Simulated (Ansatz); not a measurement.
# TaN: the cost of one run

Program: Ansatz 0.2.0. Level of theory: DFT PBE+D3(BJ), scalar-relativistic, plane waves, PAW. These are calculated values, not measurements.

1 further run of the same task is left out (set aside as unsound or not needed).

**1. The system as given**

Symmetry: Fm-3m, No. 225, cubic system. The conventional cell has a = 4.385 Å, b = 4.385 Å, c = 4.385 Å, α = 90.00°, β = 90.00°, γ = 90.00°. Around Ta (site symmetry m-3m) lie 6 N at 2.19 Å. N (site symmetry m-3m) is surrounded by 6 Ta at 2.19 Å.

Structure file:

```cif
data_structure
_symmetry_space_group_name_H-M 'Fm-3m'
_symmetry_Int_Tables_number 225
_cell_length_a 4.3851
_cell_length_b 4.3851
_cell_length_c 4.3851
_cell_angle_alpha 90.000
_cell_angle_beta 90.000
_cell_angle_gamma 90.000
_cell_volume 84.32
loop_
_atom_site_label
_atom_site_type_symbol
_atom_site_symmetry_multiplicity
_atom_site_Wyckoff_symbol
_atom_site_fract_x
_atom_site_fract_y
_atom_site_fract_z
_atom_site_occupancy
Ta1 Ta 4 b 0.50000 0.00000 0.00000 1
N1 N 4 a 0.00000 0.00000 0.00000 1
```

It is the result of an earlier relaxation at this level (volume 10.54 Å³/atom; gap on the mesh: none (metal)).

**2. The slab**

Miller indices refer to the conventional cell of the relaxed bulk, Fm-3m (No. 225): a = 4.385 Å, b = 4.385 Å, c = 4.385 Å, α = 90.00°, β = 90.00°, γ = 90.00°.

A (100) slab, 4.4 Å thick as cut, with 16 Å of vacuum, in a 2×2 surface cell; its outer planes are TaN (top) and TaN (bottom).

The slab as cut. Its planes from the bottom up:

| plane | atoms per cell | height over the lowest (Å) |
| --- | --- | --- |
| 1 | Ta4N4 | 0.00 |
| 2 | Ta4N4 | 2.19 |
| 3 | Ta4N4 | 4.39 |

**3. Relaxing the clean slab**

The input, input.yaml:

```yaml
crystal:
  lattice:
    - [6.2014901218, 0.0, 0.0]
    - [0.0, 6.2014901218, 0.0]
    - [0.0, 0.0, 20.3851157186]
  atoms:
    - { symbol: Ta, position: [0.5, 0.5, 0.3924431978] }
    - { symbol: Ta, position: [0.5, 0.0, 0.3924431978] }
    - { symbol: Ta, position: [0.0, 0.5, 0.3924431978] }
    - { symbol: Ta, position: [0.0, 0.0, 0.3924431978] }
    - { symbol: "N", position: [0.25, 0.25, 0.3924431978] }
    - { symbol: "N", position: [0.25, 0.75, 0.3924431978] }
    - { symbol: "N", position: [0.75, 0.25, 0.3924431978] }
    - { symbol: "N", position: [0.75, 0.75, 0.3924431978] }
    - { symbol: Ta, position: [0.75, 0.75, 0.5] }
    - { symbol: Ta, position: [0.75, 0.25, 0.5] }
    - { symbol: Ta, position: [0.25, 0.75, 0.5] }
    - { symbol: Ta, position: [0.25, 0.25, 0.5] }
    - { symbol: "N", position: [0.5, 0.5, 0.5] }
    - { symbol: "N", position: [0.5, 0.0, 0.5] }
    - { symbol: "N", position: [0.0, 0.5, 0.5] }
    - { symbol: "N", position: [0.0, 0.0, 0.5] }
    - { symbol: Ta, position: [0.0, 0.0, 0.6075568022] }
    - { symbol: Ta, position: [0.0, 0.5, 0.6075568022] }
    - { symbol: Ta, position: [0.5, 0.0, 0.6075568022] }
    - { symbol: Ta, position: [0.5, 0.5, 0.6075568022] }
    - { symbol: "N", position: [0.75, 0.75, 0.6075568022] }
    - { symbol: "N", position: [0.75, 0.25, 0.6075568022] }
    - { symbol: "N", position: [0.25, 0.75, 0.6075568022] }
    - { symbol: "N", position: [0.25, 0.25, 0.6075568022] }
basis:
  ecutwfc: 420
kpoints:
  mp_grid: { grid: [3, 3, 1] }
hamiltonian:
  xc: pbe
  dispersion: d3bj
scf:
  occupations: { method: gaussian, width: 0.1 }
output:
  forces: true
  eigenvalues: true
  write_density: true
  write_potential: true
  elf: true
  volumetric_format: npy
relax:
  adjacent_minimum: "off"
  f_tol: 0.03
  max_steps: 70
  constraints: [{ sites: [0, 1, 2, 3, 4, 5, 6, 7] }]
efield:
  axis: 3
  dipole_correction: true
  ramp_width: 0.04
```

The run is started by

```console
$ ansatz run input.yaml --threads 4 --pin off --max-ram 10240MiB --backend cpu --events-out ev --progress --plain --runs-dir out
```

**Question.** How long does this run take on 4 threads of Arm Neoverse V1, shared host, and how much memory does it need?

About 57 s, with a peak of 1.6 GiB.
